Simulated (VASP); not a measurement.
# CoO (P3m1) in VASP: a series of runs

Runs on CoO. Level: PBE. Tasks: single point.

All numbers are computed with VASP 6.6.1; they aren't measurements. Logs are shortened: lines on timing, memory, paths and dates and some standing lists are left out, and cuts for length are marked.

## (1) Starting point

It takes space group P6_3mc (No. 186, hexagonal). Conventional cell: a = 3.198 Å, b = 3.198 Å, c = 5.229 Å, α = 90.00°, β = 90.00°, γ = 120.00°. Co (site symmetry 3m) is surrounded by 4 O at 1.93 to 1.97 Å. Around O (site symmetry 3m) lie 4 Co at 1.93 to 1.97 Å.

Measurements of this composition are mostly on another form, of space group No. 225.

## (2) Single point, PBE, collinear spin, ferromagnetic start

INCAR reads:

```
ADDGRID = F ; ALGO = Normal
EDIFF = 1E-6 ; ENCUT = 400
GGA = PE ; ISIF = 2
ISMEAR = 0 ; ISPIN = 2
LASPH = T ; LCHARG = F
LMAXMIX = 4 ; LORBIT = 11
LREAL = F ; LWAVE = F
MAGMOM = 2 2 0 0 ; NELM = 100
PREC = Accurate ; SIGMA = 0.05
```

KPOINTS reads:

```
k-points
0
Gamma
  4 4 2
```

POSCAR reads:

```
CoO
1.0
    3.1976457435      0.0000000000      0.0000000000
   -1.5988228718      2.7692424462      0.0000000000
    0.0000000000      0.0000000000      5.2287097100
Co O
2 2
Direct
    0.3333333333      0.6666666667      0.5033624100
    0.0000000000      0.0000000000      0.0034741400
    0.3333333333      0.6666666667      0.8715556000
    0.0000000000      0.0000000000      0.3716088500
```

Potentials or basis: VASP PAW PBE potentials, release 64 (Co, O).

Started as:

```sh
> cat potpaw_PBE.64/Co/POTCAR potpaw_PBE.64/O/POTCAR > POTCAR
> mpirun -np 1 vasp_std > vasp.out
```

OUTCAR:

```text
EDIFF = 1E-6
   ENCUT = 400
   GGA = PE
   ISIF = 2
   ISMEAR = 0
   ISPIN = 2
   LASPH = T
   LORBIT = 11
   LREAL = F
   NELM = 100
   PREC = Accurate

 Found      8 irreducible k-points:

 Following reciprocal coordinates:
            Coordinates               Weight
  0.000000  0.000000  0.000000      1.000000
  0.250000  0.000000  0.000000      6.000000
  0.500000  0.000000  0.000000      3.000000
  0.250000  0.250000  0.000000      6.000000
  0.000000  0.000000  0.500000      1.000000
  0.250000  0.000000  0.500000      6.000000
   k-points           NKPTS =      8   k-points in BZ     NKDIM =      8   number of bands    NBANDS=     21
   number of dos      NEDOS =    301   number of ions     NIONS =      4
   total plane-waves  NPLWV =  20736
   dimension x,y,z NGX =    24 NGY =   24 NGZ =   36
   dimension x,y,z NGXF=    48 NGYF=   48 NGZF=   72
   ions per type =               2   2
   NGX,Y,Z   is equivalent  to a cutoff of  12.48, 12.48, 11.45 a.u.
   NGXF,Y,Z  is equivalent  to a cutoff of  24.96, 24.96, 22.89 a.u.
 SYSTEM =  unknown system
   PREC   = accura    normal or accurate (medium, high low for compatibility)
   ISTART =      0    job   : 0-new  1-cont  2-samecut
   ICHARG =      2    charge: 1-file 2-atom 10-const
   ISPIN  =      2    spin polarized calculation?
   LNONCOLLINEAR =      F non collinear calculations
   LSORBIT =      F    spin-orbit coupling
   LASPH  =      T    aspherical Exc in radial PAW
   ENCUT  =  400.0 eV  29.40 Ry    5.42 a.u.   5.21  5.21  8.53*2*pi/ulx,y,z
   NELM   =    100;   NELMIN=  2; NELMDL= -5     # of ELM steps
   EDIFF  = 0.1E-05   stopping-criterion for ELM
   LREAL  =      F    real-space projection
   EDIFFG = 0.1E-04   stopping-criterion for IOM
   NSW    =      0    number of steps for IOM
   IBRION =     -1    ionic relax: 0-MD 1-quasi-New 2-CG
   NFREE  =      0    steps in history (QN), initial steepest desc. (CG)
   ISIF   =      2    stress and relaxation
   ISYM   =      2    0-nonsym 1-usesym 2-fastsym
   POTIM  = 0.5000    time-step for ionic-motion
   TEBEG  =    0.0;   TEEND  =   0.0 temperature during run
   PSTRESS=    0.0 pullay stress
   NELECT =      30.0000    total number of electrons
   NUPDOWN=      -1.0000    fix difference up-down
   EMIN   =  10.00;   EMAX   =-10.00  energy-range for DOS
   EFERMI =   0.00;   METHOD = LEGACY
   ISMEAR =     0;   SIGMA  =   0.05  broadening in eV -4-tet -1-fermi 0-gaus
   EFERMI_NEDOS =   21; number of points for ismear=-14 and -15
   IALGO  =     38    algorithm
   IMIX   =      4    mixing-type and parameters
     AMIX     =   0.40;   BMIX     =  1.00
     AMIX_MAG =   1.60;   BMIX_MAG =  1.00
  volume/ion in A,a.u.               =      11.58        78.11
  Fermi-wavevector in a.u.,A,eV,Ry     =   1.416620  2.677023 27.304329  2.006812
  Thomas-Fermi vector in A             =   2.537935
   LORBIT       =     11    0 simple, 1 ext, 2 COOP (PROOUT), +10 PAW based schemes
   GGA     = PE    functional components
   LHFCALC =     F    Hartree Fock is set to
   AEXX    =    0.0000 exact exchange contribution
   IVDW    =     0    specifies the selected vdW correction
   LEPSILON=     F    determine dielectric tensor
   LRPA    =     F    only Hartree local field effects (RPA)
 spin polarized calculation
 Gauss-broadening in eV      SIGMA  =   0.05
  energy-cutoff  :      400.00
  volume of cell :       46.30
 maximum number of plane-waves:       852
 NGX is ok and might be reduce to    24
   NGX = 11   NGY = 11   NGZ = 17

 number of electron      30.0000009 magnetization       5.8757301

 Free energy of the ion-electron system (eV)
  ---------------------------------------------------
  ext. energy  EPLUGINS =         0.00000000
  ---------------------------------------------------
  free energy    TOTEN  =       -26.62383239 eV

  energy without entropy =      -26.62048554  energy(sigma->0) =      -26.62215896

 E-fermi :   6.0830     XC(G=0): -11.1072

 val. band max:        5.9512046212   @ k =   0.0000   0.0000   0.0000
 cond. band min:       6.1111994619   @ k =   0.2500   0.2500   0.0000
 fundamental gap:      0.1599948407
 Fermi energy:         6.0830059555

 spin component 1

 k-point     1 :       0.0000    0.0000    0.0000
  band No.  band energies     occupation
      1     -13.9647      1.00000
      2     -13.3364      1.00000
      3      -1.0056      1.00000
      4      -0.2199      1.00000
      5      -0.0596      1.00000
      6      -0.0596      1.00000
[... 13 lines left out ...]
     20      11.4021      0.00000
     21      13.0044      0.00000

 k-point     2 :       0.2500    0.0000    0.0000
  band No.  band energies     occupation
      1     -13.6894      1.00000
      2     -13.2268      1.00000
      3      -0.7006      1.00000
      4      -0.4084      1.00000
      5      -0.0898      1.00000
      6       0.0932      1.00000
[... 13 lines left out ...]
     20      12.9788      0.00000
     21      13.5227      0.00000

 k-point     3 :       0.5000    0.0000    0.0000
  band No.  band energies     occupation
      1     -13.3537      1.00000
      2     -13.1667      1.00000
      3      -0.7954      1.00000
      4      -0.6687      1.00000
      5       0.1394      1.00000
      6       0.2154      1.00000
[... 13 lines left out ...]
     20      11.9647      0.00000
     21      13.0740      0.00000

 k-point     4 :       0.2500    0.2500    0.0000
  band No.  band energies     occupation
      1     -13.3628      1.00000
      2     -13.1610      1.00000
      3      -0.5740      1.00000
      4      -0.3793      1.00000
      5       0.1246      1.00000
      6       0.1507      1.00000
[... 13 lines left out ...]
     20      13.0392      0.00000
     21      14.1737      0.00000

 k-point     5 :       0.0000    0.0000    0.5000
  band No.  band energies     occupation
      1     -13.6547      1.00000
      2     -13.6517      1.00000
      3      -0.8296      1.00000
      4      -0.8284      1.00000
      5       0.0958      1.00000
      6       0.0958      1.00000
[... 13 lines left out ...]
     20       8.6311      0.00000
     21      15.9681      0.00000

 k-point     6 :       0.2500    0.0000    0.5000
  band No.  band energies     occupation
      1     -13.4570      1.00000
      2     -13.4540      1.00000
      3      -0.9133      1.00000
      4      -0.9126      1.00000
      5       0.1077      1.00000
      6       0.1094      1.00000
[... 13 lines left out ...]
     20       9.9348      0.00000
     21      15.6537      0.00000

 [... further k-points ...]

 spin component 2

 k-point     1 :       0.0000    0.0000    0.0000
  band No.  band energies     occupation
      1     -13.4110      1.00000
      2     -12.7516      1.00000
      3      -0.4602      1.00000
      4       1.0795      1.00000
      5       1.2454      1.00000
      6       1.2454      1.00000
[... 13 lines left out ...]
     20      11.9940      0.00000
     21      13.9614      0.00000

 k-point     2 :       0.2500    0.0000    0.0000
  band No.  band energies     occupation
      1     -13.1232      1.00000
      2     -12.6354      1.00000
      3       0.0379      1.00000
      4       0.3670      1.00000
      5       0.7809      1.00000
      6       1.2374      1.00000
[... 13 lines left out ...]
     20      13.9937      0.00000
     21      14.2344      0.00000

 k-point     3 :       0.5000    0.0000    0.0000
  band No.  band energies     occupation
      1     -12.7689      1.00000
      2     -12.5715      1.00000
      3      -0.1935      1.00000
      4       0.0101      1.00000
      5       0.7986      1.00000
      6       1.3343      1.00000
[... 13 lines left out ...]
     20      12.8283      0.00000
     21      14.2493      0.00000

 k-point     4 :       0.2500    0.2500    0.0000
  band No.  band energies     occupation
      1     -12.7789      1.00000
      2     -12.5651      1.00000
      3       0.1060      1.00000
      4       0.3677      1.00000
      5       0.8753      1.00000
      6       0.9990      1.00000
[... 13 lines left out ...]
     20      14.1745      0.00000
     21      15.0693      0.00000

 k-point     5 :       0.0000    0.0000    0.5000
  band No.  band energies     occupation
      1     -13.0876      1.00000
      2     -13.0844      1.00000
      3       0.0812      1.00000
      4       0.0827      1.00000
      5       1.3127      1.00000
      6       1.3127      1.00000
[... 13 lines left out ...]
     20       9.4542      0.00000
     21      16.6166      0.00000

 k-point     6 :       0.2500    0.0000    0.5000
  band No.  band energies     occupation
      1     -12.8797      1.00000
      2     -12.8764      1.00000
      3      -0.1171      1.00000
      4      -0.1164      1.00000
      5       1.1717      1.00000
      6       1.1732      1.00000
[... 13 lines left out ...]
     20      10.7512      0.00000
     21      16.4781      0.00000

 [... further k-points ...]

------------------------ aborting loop because EDIFF is reached ----------------------------------------

  FORCE on cell =-STRESS in cart. coord.  units (eV):
  Direction    XX          YY          ZZ          XY          YZ          ZX
  --------------------------------------------------------------------------------------
  -------------------------------------------------------------------------------------
  Total       -0.9635105     -0.9635105     -0.5423314      0.0000000      0.0000000      0.0000000
  in kB      -33.3411966    -33.3411966    -18.7667677      0.0000000      0.0000000      0.0000000
  external PRESSURE =     -28.4830537 kB  Pullay stress =       0.0000000 kB

 VOLUME and BASIS-vectors are now :
 -----------------------------------------------------------------------------
  energy-cutoff  :      400.00
  volume of cell :       46.30
      direct lattice vectors                 reciprocal lattice vectors
     3.197645743  0.000000000  0.000000000     0.312730077  0.180554794  0.000000000
    -1.598822872  2.769242446  0.000000000     0.000000000  0.361109588  0.000000000
     0.000000000  0.000000000  5.228709710     0.000000000  0.000000000  0.191251773

 POSITION                                       TOTAL-FORCE (eV/Angst)
 -----------------------------------------------------------------------------------
     -0.00000      1.84616      2.63194        -0.000000      0.000000     -0.246766
      0.00000      0.00000      0.01817        -0.000000     -0.000000     -0.252903
     -0.00000      1.84616      4.55711        -0.000000      0.000000      0.250207
      0.00000      0.00000      1.94303         0.000000     -0.000000      0.249461
 -----------------------------------------------------------------------------------
    total drift:                               -0.000000     -0.000001     -0.001911

  FREE ENERGIE OF THE ION-ELECTRON SYSTEM (eV)
  ---------------------------------------------------
  free  energy   TOTEN  =       -26.6238323898 eV

  energy  without entropy=      -26.6204855358  energy(sigma->0) =      -26.62215896

 total charge

# of ion       s       p       d       tot
------------------------------------------
    1        0.348   0.435   7.185   7.969
    2        0.348   0.435   7.185   7.969
    3        1.576   3.463   0.000   5.039
    4        1.576   3.463   0.000   5.039
--------------------------------------------------
tot          3.848   7.796  14.370  26.014

 magnetization (x)

# of ion       s       p       d       tot
------------------------------------------
    1        0.018   0.059   2.426   2.503
    2        0.018   0.059   2.425   2.502
    3        0.022   0.290   0.000   0.313
    4        0.022   0.290   0.000   0.312
--------------------------------------------------
tot          0.080   0.699   4.851   5.630
```

It took 31 s on 1 thread of Intel Xeon Platinum 8375C at 2.90GHz (Ice Lake), shared host; peak memory 0.16 GiB.

These settings aren't checked as converged: the numbers below hold their error.

Results:

| Quantity | Value |
| --- | --- |
| Free energy | -26.6238 eV |
| Largest force | 0.253 eV/Å |
| Band gap on the k mesh | none (metal or under the smearing width) |
| Net moment | 5.88 μB per cell |
| Site moments | Co +2.50; O +0.31 μB |
| Valence electrons inside the program's atomic spheres | Co 7.97; O 5.04 |

Caveat: the k mesh is coarse (spacing up to 0.60 Å⁻¹), so the values aren't converged; the cutoff is under 1.25 times the usual one of these potentials, so pressure, stress and relaxed cells hold a basis-set (Pulay) error; semilocal functionals often make such compounds metallic where correlation or magnetic order opens a gap, which also shifts bond lengths.

[end of part 1 of 2]
